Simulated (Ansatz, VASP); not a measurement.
## In in VASP and in Ansatz

```
CELL_PARAMETERS angstrom
-1.86968 1.86968 1.86968
1.86968 -1.86968 1.86968
1.86968 1.86968 -1.86968
ATOMIC_POSITIONS crystal
In 0.00000 0.00000 0.00000
```

The cell was built by a generator and needn't be a form met in nature.

Alike in both runs: task relaxation of cell and atoms; functional PBEsol; k mesh 12 × 12 × 12; occupations fermi-dirac, width 0.1 eV; no spin polarisation.

|  | VASP | Ansatz |
| --- | --- | --- |
| version | VASP 6.6.1 | Ansatz 0.2.0 |
| potentials or method | VASP PAW PBE potentials, release 64 (In_d) | plane waves (420 eV) with PAW, scalar-relativistic |
| plane-wave cutoff (eV) | 600 | 420 |
| valence electrons in the cell | 13 | 13 |

VASP gave:

```
relaxed volume (Å³/atom)                                     : 25.87
relaxed cell length with the largest relative difference (Å) : 3.227
```

Question: Estimate Ansatz's values.

Answer: Relaxed volume (Å³/atom): 25.88; relaxed cell length with the largest relative difference (Å): 3.227.

Ansatz warned: «pseudo_functional_mismatch».

Caveats: the PAW data sets were made with another functional, which shifts forces and pressure a little (VASP).
